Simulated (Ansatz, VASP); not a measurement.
## KBr in VASP and in Ansatz

```xyz
2
Lattice="3.9627 0.0000 0.0000 0.0000 3.9627 0.0000 0.0000 0.0000 3.9627" Properties=species:S:1:pos:R:3 pbc="T T T"
K     0.0000    0.0000    0.0000
Br    1.9814    1.9814    1.9814
```

Change from the starting cell: hydrostatic strain -0.3%.

Alike in both runs: task single point; functional r2SCAN; k mesh 6 × 6 × 6; no spin polarisation.

```csv
,VASP,Ansatz
version,VASP 6.6.1,Ansatz 0.2.0
potentials or method,"VASP PAW PBE potentials, release 64 (K_sv, Br)","plane waves, PAW"
plane-wave cutoff (eV),520,500
occupations,"gaussian, width 0.01 eV",fixed
valence electrons in the cell,16,16
```

VASP gave:

```
gap on the k mesh at the Fermi level (eV) : 4.81
pressure (GPa)                            : 0.2
```

Problem. Estimate Ansatz's values.

Solution. gap on the k mesh at the Fermi level (eV): 4.80; pressure (GPa): 0.2.

Caveats: the PAW data sets were made with another functional, which shifts forces and pressure a little (VASP). A k mesh can miss the band edges.
